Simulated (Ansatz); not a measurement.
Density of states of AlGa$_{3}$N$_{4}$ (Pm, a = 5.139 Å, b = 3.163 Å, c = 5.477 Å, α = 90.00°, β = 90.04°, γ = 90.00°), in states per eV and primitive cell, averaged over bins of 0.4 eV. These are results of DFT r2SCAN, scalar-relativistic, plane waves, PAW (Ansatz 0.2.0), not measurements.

Settings: cutoff 500 eV, Γ-centred mesh 6×8×4 on the computed 8-atom cell, Gaussian smearing of 0.02 eV; no spin polarisation.

The cell is relaxed at this level. The states (both spins) are summed by tetrahedra on a 9×12×6 mesh at the self-consistent density. Energies are bin centres; the table starts no lower than −8 eV and ends at 6 eV, or lower where the solved bands end.

The gap is 2.89 eV at this level, with the zero inside it.

```csv
E − E_F (eV),total,N 2p,Ga 4p,Ga 4s,N 2s
-7.85,2.26,1.25,0.24,0.60,0.04
-7.45,4.46,2.51,0.40,1.15,0.13
-7.05,3.62,2.08,0.29,0.78,0.17
-6.65,2.89,1.72,0.27,0.40,0.19
-6.25,2.48,1.49,0.30,0.23,0.18
-5.85,1.81,1.11,0.26,0.16,0.13
-5.45,2.81,1.84,0.44,0.18,0.10
-5.05,2.96,2.00,0.45,0.15,0.11
-4.65,3.21,2.24,0.48,0.13,0.09
-4.25,4.07,2.97,0.57,0.12,0.09
-3.85,4.73,3.60,0.62,0.11,0.07
-3.45,5.41,4.25,0.64,0.10,0.07
-3.05,6.51,5.32,0.68,0.07,0.05
-2.65,6.43,5.43,0.61,0.04,0.03
-2.25,3.62,3.15,0.26,0.02,0.02
-1.85,2.12,1.91,0.10,0.00,0.00
-1.45,0.30,0.27,0.01,0.00,0.00
-1.05,0.00,0.00,0.00,0.00,0.00
-0.65,0.00,0.00,0.00,0.00,0.00
-0.25,0.00,0.00,0.00,0.00,0.00
0.15,0.00,0.00,0.00,0.00,0.00
0.55,0.00,0.00,0.00,0.00,0.00
0.95,0.00,0.00,0.00,0.00,0.00
1.35,0.00,0.00,0.00,0.00,0.00
1.75,0.03,0.00,0.00,0.01,0.01
2.15,0.09,0.01,0.01,0.03,0.04
2.55,0.16,0.03,0.02,0.04,0.06
2.95,0.27,0.05,0.04,0.06,0.09
3.35,0.54,0.09,0.12,0.10,0.16
3.75,1.72,0.22,0.50,0.27,0.44
4.15,3.12,0.42,0.98,0.46,0.71
4.55,3.87,0.55,1.31,0.47,0.67
4.95,3.60,0.54,1.23,0.45,0.56
5.35,3.08,0.50,0.97,0.48,0.45
5.75,2.59,0.48,0.76,0.42,0.31
```

The columns after the total are the main Löwdin projections on the occupied valence shells of the potentials; 3 others are left out. The rest of the total lies in those, in shells that are empty in the free atom, which aren't projected, and between the atoms.

Whether AlGa3N4 exists in this form wasn't checked.

Cost: 1 run of about 2.9 core-minutes, on Intel Xeon 6975P-C (Granite Rapids) (shared hosts).